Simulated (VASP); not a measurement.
# Silicon: cell size and functional, part 2 of 2

How much does the relaxed cell of Silicon depend on the functional? The starting structure is a measured crystal structure from the Crystallography Open Database. The first relaxation on each setting starts from this cell expanded by 3 % in volume.

VASP 6.6.1.

Results so far: PBEsol 20.08 Å³ an atom; LDA 19.72 Å³ an atom; PBE 20.44 Å³ an atom.

## 5. Relaxation with PBEsol + D3(BJ)

Level of this step: PBEsol with D3(BJ); plane waves and PAW (Si) (VASP).

D3 with Becke-Johnson damping keeps a finite attraction at short range. This run starts from the cell of an earlier relaxation, which isn't shown; the restart sets up the plane waves anew.

The input, INCAR:

```
SYSTEM = Si
PREC = Accurate
ENCUT = 450
EDIFF = 1E-06
NELM = 100
ISMEAR = 0
SIGMA = 0.03
LREAL = .FALSE.
ALGO = Normal
GGA = PS
IVDW = 12
NBANDS = 10
LORBIT = 11
LWAVE = .FALSE.
LCHARG = .FALSE.
KPAR = 8
IBRION = 2
NSW = 50
ISIF = 3
EDIFFG = -0.006
```

The input, POSCAR:

```
Si
1.0
    0.0000000000      2.6989518734      2.6989518734
    2.6989518734      0.0000000000      2.6989518734
    2.6989518734      2.6989518734      0.0000000000
Si
2
Direct
    0.7500000000      0.7500000000      0.7500000000
    0.5000000000      0.5000000000      0.5000000000
```

The input, KPOINTS:

```
Automatic mesh
0
Gamma
8 8 8
0 0 0
```

The projector-augmented-wave data sets are Si (PBE family, release 64).

Run with:

```sh
$ mpirun -np 8 vasp_std
```

What it wrote:

```text
[banner, memory and clock lines left out]
running    8 mpi-ranks, on    1 nodes
[...]
[... a notice as in an earlier step ...]

 [... a notice as in an earlier step ...]

 LDA part: xc-table for (Slater+PW92), standard interpolation
 POSCAR, INCAR and KPOINTS ok, starting setup
[...]
entering main loop
       N       E                     dE             d eps       ncg     rms          rms(c)
DAV:   1     0.683248947137E+01    0.68325E+01   -0.32894E+03   580   0.596E+02
DAV:   2    -0.112363182791E+02   -0.18069E+02   -0.16890E+02   832   0.860E+01
DAV:   3    -0.117159581596E+02   -0.47964E+00   -0.47854E+00   698   0.129E+01
DAV:   4    -0.117196604028E+02   -0.37022E-02   -0.37019E-02   768   0.146E+00
[...]
DAV:   9    -0.114840837947E+02   -0.54408E-04   -0.89514E-05   764   0.670E-02    0.555E-02
DAV:  10    -0.114840943056E+02   -0.10511E-04   -0.11454E-05   656   0.197E-02    0.850E-03
DAV:  11    -0.114840940434E+02    0.26221E-06   -0.47186E-07   490   0.381E-03
   1 F= -.12035710E+02 E0= -.12035710E+02  d E =-.120357E+02
[...]
reached required accuracy - stopping structural energy minimisation
```

The job ended after 3.2 s (8 MPI ranks of AMD EPYC 7R43, shared host; peak memory 1 GiB).

From OUTCAR (step 5):

```text
 Edisp (eV)   -0.55162

  Total       0.00123     0.00123     0.00123     0.00000     0.00000     0.00000
  in kB       0.05014     0.05014     0.05014     0.00000     0.00000     0.00000
  external pressure =        0.05 kB  Pullay stress =        0.00 kB

 POSITION                                       TOTAL-FORCE (eV/Angst)
 -----------------------------------------------------------------------------------
      4.04843      4.04843      4.04843         0.000000      0.000000      0.000000
      2.69895      2.69895      2.69895        -0.000000     -0.000000     -0.000000
 -----------------------------------------------------------------------------------
    total drift:                                0.000000      0.000000     -0.000000

  FREE ENERGIE OF THE ION-ELECTRON SYSTEM (eV)
  ---------------------------------------------------
  free  energy   TOTEN  =       -12.0357097173 eV

  energy  without entropy=      -12.0357097173  energy(sigma->0) =      -12.03570972

[... 2 parts as in an earlier step ...]

[... 2 further parts left out ...]
[key lines of the parts left out:]
E-fermi :   6.0980
```

With PBEsol + D3(BJ) the relaxed cell holds 19.660 Å³ an atom, -1.81 % against the measured cell, with a = 5.398 Å. That is -2.08 % from PBEsol. Pressures at 0.985 and 1.015 times this volume, from two more relaxations that aren't shown, give a bulk modulus of 96.2 GPa.

## 6. Relaxation with r2SCAN

r2SCAN adds the kinetic-energy density, costs more than a GGA and is run with LASPH. This run starts from the cell of an earlier relaxation, which isn't shown; the restart sets up the plane waves anew.

Edit INCAR of step 5 so:

```diff
@@ -9,4 +9,4 @@
 ALGO = Normal
-GGA = PS
-IVDW = 12
+METAGGA = R2SCAN
+LASPH = .TRUE.
 NBANDS = 10
```

The input, POSCAR:

```
Si
1.0
    0.0000000000      2.7199509675      2.7199509675
    2.7199509675      0.0000000000      2.7199509675
    2.7199509675      2.7199509675      0.0000000000
Si
2
Direct
    0.7500000000      0.7500000000      0.7500000000
    0.5000000000      0.5000000000      0.5000000000
```

KPOINTS is that of step 5.

Run with:

```sh
$ mpirun -np 8 vasp_std
```

What it wrote:

```text
[banner, memory and clock lines left out]
running    8 mpi-ranks, on    1 nodes
[...]
[... a notice as in an earlier step ...]

 [... a notice as in an earlier step ...]

 LDA part: xc-table for (None), standard interpolation
 POSCAR, INCAR and KPOINTS ok, starting setup
[...]
entering main loop
       N       E                     dE             d eps       ncg     rms          rms(c)
DAV:   1    -0.278916340515E+00   -0.27892E+00   -0.32517E+03   580   0.602E+02
DAV:   2    -0.182667082953E+02   -0.17988E+02   -0.17310E+02   846   0.857E+01
DAV:   3    -0.187118780694E+02   -0.44517E+00   -0.44458E+00   722   0.127E+01
DAV:   4    -0.187148831248E+02   -0.30051E-02   -0.30046E-02   736   0.135E+00
[...]
DAV:  10    -0.175477978779E+02   -0.15608E-04   -0.64636E-06   662   0.208E-02    0.956E-03
DAV:  11    -0.175478012549E+02   -0.33770E-05   -0.13942E-06   604   0.849E-03    0.255E-03
DAV:  12    -0.175478012714E+02   -0.16484E-07   -0.56257E-08   312   0.162E-03
   1 F= -.17547801E+02 E0= -.17547801E+02  d E =-.175478E+02
[...]
reached required accuracy - stopping structural energy minimisation
```

Elapsed: 10 s, on 8 MPI ranks; peak memory 0.98 GiB; 77 s of CPU time.

OUTCAR, selected parts (step 6):

```text
  Total        0.0006287      0.0006287      0.0006287     -0.0000000      0.0000000      0.0000000
  in kB        0.0250306      0.0250306      0.0250306     -0.0000000      0.0000000      0.0000000
  external PRESSURE =       0.0250306 kB  Pullay stress =       0.0000000 kB

 POSITION                                       TOTAL-FORCE (eV/Angst)
 -----------------------------------------------------------------------------------
      4.07993      4.07993      4.07993        -0.000000      0.000000      0.000000
      2.71995      2.71995      2.71995         0.000000     -0.000000     -0.000000
 -----------------------------------------------------------------------------------
    total drift:                                0.000000      0.000000     -0.000000

  FREE ENERGIE OF THE ION-ELECTRON SYSTEM (eV)
  ---------------------------------------------------
  free  energy   TOTEN  =       -17.5478012714 eV

  energy  without entropy=      -17.5478012714  energy(sigma->0) =      -17.54780127

[... 2 parts as in an earlier step ...]

[... 2 further parts left out ...]
[key lines of the parts left out:]
E-fermi :   5.8756
```

With r2SCAN the relaxed cell holds 20.123 Å³ an atom, +0.49 % against the measured cell, with a = 5.440 Å. That is +0.23 % from PBEsol. Pressures at 0.985 and 1.015 times this volume, from two more relaxations that aren't shown, give a bulk modulus of 97.7 GPa.

## 7. Relaxation with r2SCAN + rVV10

rVV10 adds a nonlocal correlation energy for dispersion. This run starts from the cell of an earlier relaxation, which isn't shown; the restart sets up the plane waves anew.

Edit INCAR of step 6 so:

```diff
@@ -10,2 +10,6 @@
 METAGGA = R2SCAN
+LUSE_VDW = .TRUE.
+IVDW_NL = 2
+BPARAM = 11.95
+CPARAM = 0.0093
 LASPH = .TRUE.
```

The input, POSCAR:

```
Si
1.0
    0.0000000000      2.7157913709      2.7157913709
    2.7157913709      0.0000000000      2.7157913709
    2.7157913709      2.7157913709      0.0000000000
Si
2
Direct
    0.7500000000      0.7500000000      0.7500000000
    0.5000000000      0.5000000000      0.5000000000
```

KPOINTS is that of step 6.

Run with:

```sh
$ mpirun -np 8 vasp_std
```

What it wrote:

```text
[banner, memory and clock lines left out]
running    8 mpi-ranks, on    1 nodes
[...]
[... a notice as in an earlier step ...]

|                                                                             |
|               ----> ADVICE to this user running VASP <----                  |
|                                                                             |
|     You have switched on vdW-DFT.                                           |
|     This routine was written and supplied by Jiri Klimes. We recommend      |
|     that you carefully read and cite the following publications:            |
|       J. Klimes, D.R. Bowler, A. Michelides                                 |
|          J. Phys.: Cond Matt. 22 022201 (2010)                              |
|       J. Klimes, D.R. Bowler, A. Michelides                                 |
|          Phys. Rev. B. 83, 195131 (2011)                                    |
|     and references therein.                                                 |
[...]
Total rVV10 correction in eV:      0.1452137    10.7363899
Total rVV10 correction in eV:      0.1452137    10.7363899
Total rVV10 correction in eV:      0.1452137    10.7363899
DAV:  12    -0.174018570762E+02   -0.67015E-07   -0.45098E-08   320   0.151E-03
Total rVV10 correction in eV:      0.1452168    10.7363899
Total rVV10 correction in eV:      0.1452168    10.7363899
Total rVV10 correction in eV:      0.1452168    10.7363899
Total rVV10 correction in eV:      0.1452168    10.7363899
Total rVV10 correction in eV:      0.1452168    10.7363899
Total rVV10 correction in eV:      0.1452168    10.7363899
Total rVV10 correction in eV:      0.1452168    10.7363899
Total rVV10 correction in eV:      0.1452168    10.7363899
Total rVV10 correction in eV:      0.1452167    10.7363899
Total rVV10 correction in eV:      0.1452167    10.7363899
Total rVV10 correction in eV:      0.1452167    10.7363899
Total rVV10 correction in eV:      0.1452167    10.7363899
Total rVV10 correction in eV:      0.1452167    10.7363899
Total rVV10 correction in eV:      0.1452167    10.7363899
Total rVV10 correction in eV:      0.1452167    10.7363899
Total rVV10 correction in eV:      0.1452167    10.7363899
   1 F= -.17401857E+02 E0= -.17401857E+02  d E =-.174019E+02
[...]
reached required accuracy - stopping structural energy minimisation
```

The job ended after 26 s (8 MPI ranks; peak memory 1.8 GiB).

OUTCAR, selected parts (step 7):

```text
  Total        0.0001394      0.0001394      0.0001394     -0.0000000     -0.0000000      0.0000000
  in kB        0.0055770      0.0055770      0.0055770     -0.0000000     -0.0000000      0.0000000
  external PRESSURE =       0.0055770 kB  Pullay stress =       0.0000000 kB

 POSITION                                       TOTAL-FORCE (eV/Angst)
 -----------------------------------------------------------------------------------
      4.07369      4.07369      4.07369         0.000000     -0.000000      0.000000
      2.71579      2.71579      2.71579        -0.000000      0.000000     -0.000000
 -----------------------------------------------------------------------------------
    total drift:                                0.000000      0.000000     -0.000000

  FREE ENERGIE OF THE ION-ELECTRON SYSTEM (eV)
  ---------------------------------------------------
  free  energy   TOTEN  =       -17.4018570762 eV

  energy  without entropy=      -17.4018570762  energy(sigma->0) =      -17.40185708

[... 2 parts as in an earlier step ...]

[... 2 further parts left out ...]
[key lines of the parts left out:]
E-fermi :   5.9105
```

With r2SCAN + rVV10 the relaxed cell holds 20.030 Å³ an atom, +0.03 % against the measured cell, with a = 5.432 Å. That is -0.23 % from PBEsol. Pressures at 0.985 and 1.015 times this volume, from two more relaxations that aren't shown, give a bulk modulus of 99.3 GPa.

## 8. Relaxation with optB86b-vdW

optB86b-vdW pairs nonlocal correlation with a less repulsive exchange of B86b form. This run starts from the cell of an earlier relaxation, which isn't shown; the restart sets up the plane waves anew.

Edit INCAR of step 7 so:

```diff
@@ -9,7 +9,7 @@
 ALGO = Normal
-METAGGA = R2SCAN
+GGA = MK
+AGGAC = 0
 LUSE_VDW = .TRUE.
-IVDW_NL = 2
-BPARAM = 11.95
-CPARAM = 0.0093
+PARAM1 = 0.1234
+PARAM2 = 1
 LASPH = .TRUE.
```

The input, POSCAR:

```
Si
1.0
    0.0000000000      2.7277043892      2.7277043892
    2.7277043892      0.0000000000      2.7277043892
    2.7277043892      2.7277043892      0.0000000000
Si
2
Direct
    0.7500000000      0.7500000000      0.7500000000
    0.5000000000      0.5000000000      0.5000000000
```

KPOINTS is that of step 7.

Run with:

```sh
$ mpirun -np 8 vasp_std
```

What it wrote:

```text
[banner, memory and clock lines left out]
running    8 mpi-ranks, on    1 nodes
[...]
[... a notice as in an earlier step ...]

 [... a notice as in an earlier step ...]

 [... a notice as in an earlier step ...]

 LDA part: xc-table for (Slater+PW92), standard interpolation
 POSCAR, INCAR and KPOINTS ok, starting setup
[...]
entering main loop
       N       E                     dE             d eps       ncg     rms          rms(c)
DAV:   1     0.889436727916E+01    0.88944E+01   -0.31184E+03   580   0.579E+02
DAV:   2    -0.830785287182E+01   -0.17202E+02   -0.16502E+02   774   0.839E+01
DAV:   3    -0.874940238714E+01   -0.44155E+00   -0.44078E+00   784   0.126E+01
DAV:   4    -0.875210530862E+01   -0.27029E-02   -0.27026E-02   706   0.111E+00
[...]
DAV:   9    -0.860957955158E+01   -0.34158E-04   -0.19976E-04   754   0.851E-02    0.584E-02
DAV:  10    -0.860960689044E+01   -0.27339E-04   -0.56518E-05   654   0.470E-02    0.262E-02
DAV:  11    -0.860960644457E+01    0.44587E-06   -0.78722E-07   646   0.619E-03
   1 F= -.86096064E+01 E0= -.86096064E+01  d E =-.860961E+01
[...]
reached required accuracy - stopping structural energy minimisation
```

Wall time 18 s (8 MPI ranks); peak memory 2.2 GiB; 2.3 min of CPU time.

OUTCAR, selected parts (step 8):

```text
  Total        0.0015209      0.0015209      0.0015209     -0.0000000      0.0000000     -0.0000000
  in kB        0.0600314      0.0600314      0.0600314     -0.0000000      0.0000000     -0.0000000
  external PRESSURE =       0.0600314 kB  Pullay stress =       0.0000000 kB

 POSITION                                       TOTAL-FORCE (eV/Angst)
 -----------------------------------------------------------------------------------
      4.09156      4.09156      4.09156        -0.000000     -0.000000     -0.000000
      2.72770      2.72770      2.72770         0.000000      0.000000      0.000000
 -----------------------------------------------------------------------------------
    total drift:                                0.000000      0.000000     -0.000000

  FREE ENERGIE OF THE ION-ELECTRON SYSTEM (eV)
  ---------------------------------------------------
  free  energy   TOTEN  =        -8.6096064446 eV

  energy  without entropy=       -8.6096064446  energy(sigma->0) =       -8.60960644

[... 2 parts as in an earlier step ...]

[... 2 further parts left out ...]
[key lines of the parts left out:]
E-fermi :   5.8353
```

With optB86b-vdW the relaxed cell holds 20.295 Å³ an atom, +1.36 % against the measured cell, with a = 5.455 Å. That is +1.09 % from PBEsol. Pressures at 0.985 and 1.015 times this volume, from two more relaxations that aren't shown, give a bulk modulus of 91.3 GPa.

## 9. Relaxation with SCAN

SCAN adds the kinetic-energy density; it is numerically more delicate than r2SCAN. This run starts from the cell of an earlier relaxation, which isn't shown; the restart sets up the plane waves anew.

Edit INCAR of step 8 so:

```diff
@@ -9,7 +9,3 @@
 ALGO = Normal
-GGA = MK
-AGGAC = 0
-LUSE_VDW = .TRUE.
-PARAM1 = 0.1234
-PARAM2 = 1
+METAGGA = SCAN
 LASPH = .TRUE.
```

The input, POSCAR:

```
Si
1.0
    0.0000000000      2.7139582220      2.7139582220
    2.7139582220      0.0000000000      2.7139582220
    2.7139582220      2.7139582220      0.0000000000
Si
2
Direct
    0.7500000000      0.7500000000      0.7500000000
    0.5000000000      0.5000000000      0.5000000000
```

KPOINTS is that of step 8.

Run with:

```sh
$ mpirun -np 8 vasp_std
```

What it wrote:

```text
[... set-up lines as in an earlier step ...]
 entering main loop
       N       E                     dE             d eps       ncg     rms          rms(c)
DAV:   1    -0.407604432412E+01   -0.40760E+01   -0.31205E+03   580   0.593E+02
DAV:   2    -0.208202389949E+02   -0.16744E+02   -0.16215E+02   848   0.830E+01
DAV:   3    -0.212172620402E+02   -0.39702E+00   -0.39637E+00   724   0.120E+01
DAV:   4    -0.212198881039E+02   -0.26261E-02   -0.26258E-02   716   0.125E+00
[...]
DAV:  10    -0.200120891892E+02   -0.25105E-06   -0.17700E-04   640   0.119E-01    0.186E-02
DAV:  11    -0.200120819574E+02    0.72318E-05   -0.27413E-05   640   0.433E-02    0.113E-03
DAV:  12    -0.200120824580E+02   -0.50056E-06   -0.90777E-07   546   0.900E-03
   1 F= -.20012082E+02 E0= -.20012082E+02  d E =-.200121E+02
[...]
reached required accuracy - stopping structural energy minimisation
```

The job ended after 9.6 s (8 MPI ranks; peak memory 1 GiB; 72 s of CPU time).

Parts of OUTCAR (step 9):

```text
  Total       -0.0060812     -0.0060812     -0.0060812     -0.0000000      0.0000000     -0.0000000
  in kB       -0.2437025     -0.2437025     -0.2437025     -0.0000000      0.0000000     -0.0000000
  external PRESSURE =      -0.2437025 kB  Pullay stress =       0.0000000 kB

 POSITION                                       TOTAL-FORCE (eV/Angst)
 -----------------------------------------------------------------------------------
      4.07094      4.07094      4.07094        -0.000000     -0.000000     -0.000000
      2.71396      2.71396      2.71396         0.000000      0.000000      0.000000
 -----------------------------------------------------------------------------------
    total drift:                                0.000000      0.000000     -0.000000

  FREE ENERGIE OF THE ION-ELECTRON SYSTEM (eV)
  ---------------------------------------------------
  free  energy   TOTEN  =       -20.0120824580 eV

  energy  without entropy=      -20.0120824580  energy(sigma->0) =      -20.01208246

[... 2 parts as in an earlier step ...]

[... 2 further parts left out ...]
[key lines of the parts left out:]
E-fermi :   5.8371
```

With SCAN the relaxed cell holds 19.990 Å³ an atom, -0.17 % against the measured cell, with a = 5.428 Å. That is -0.43 % from PBEsol. Pressures at 0.985 and 1.015 times this volume, from two more relaxations that aren't shown, give a bulk modulus of 99.1 GPa.

## 10. Comparison

| level | volume (Å³/atom) | against the measured cell (%) | a (Å) | bulk modulus (GPa) | pressure left (GPa) | core minutes |
| --- | --- | --- | --- | --- | --- | --- |
| PBEsol | 20.077 | 0.27 | 5.4358 | 94.0 | 0.01 | 1.15 |
| LDA | 19.717 | -1.53 | 5.4031 | 96.9 | -0.01 | 1.01 |
| PBE | 20.442 | 2.09 | 5.4685 | 89.2 | 0.01 | 0.72 |
| PBEsol + D3(BJ) | 19.66 | -1.81 | 5.3979 | 96.2 | 0.01 | 1.17 |
| r2SCAN | 20.123 | 0.49 | 5.4399 | 97.7 | 0.0 | 4.43 |
| r2SCAN + rVV10 | 20.03 | 0.03 | 5.4316 | 99.3 | 0.0 | 12.1 |
| optB86b-vdW | 20.295 | 1.36 | 5.4554 | 91.3 | 0.01 | 8.37 |
| SCAN | 19.99 | -0.17 | 5.4279 | 99.1 | -0.02 | 4.48 |

Core minutes are wall time times ranks, summed over the relaxations behind a row (those for a bulk modulus apart), on shared hosts.

## 11. Results

| Property | Result |
| --- | --- |
| volume, PBEsol | 20.08 Å³/atom |
| volume, LDA | 19.72 Å³/atom |
| volume, PBE | 20.44 Å³/atom |
| volume, PBEsol + D3(BJ) | 19.66 Å³/atom |
| volume, r2SCAN | 20.12 Å³/atom |
| volume, r2SCAN + rVV10 | 20.03 Å³/atom |
| volume, optB86b-vdW | 20.30 Å³/atom |
| volume, SCAN | 19.99 Å³/atom |

Across 8 levels the volume of Silicon spans 4.0 %, from 19.66 Å³ an atom (PBEsol + D3(BJ)) to 20.44 Å³ (PBE). Against the measured volume of the starting structure, r2SCAN + rVV10 comes nearest (+0.0 %) and PBE lies farthest (+2.1 %). The measured cell holds zero-point expansion and, unless it was taken cold, thermal expansion, which the runs lack, so small differences decide nothing. Adding D3(BJ) to PBEsol changes the volume by -2.1 %. Adding rVV10 to r2SCAN changes the volume by -0.5 %. The bulk modulus goes from 89.2 GPa (PBE) to 99.3 GPa (r2SCAN + rVV10). LASPH is on in some of these runs and off in others, which adds a little to the differences. All runs keep the symmetry of the start, so they can't find a distortion of lower symmetry. Further runs on this material are not shown.

[Lines on the potential files, build, host, timing and source positions are cut from VASP's logs without a mark.]

[Logs are printed without paths, hosts, clocks, repeated set-up lines and the standing remarks that a program may print on its own settings, such as how far it seeks lower states.]

[Hosts, paths, dates, database ids (printed as entryN), source tags and the programs' standing remarks are cut or masked in the printed files.]
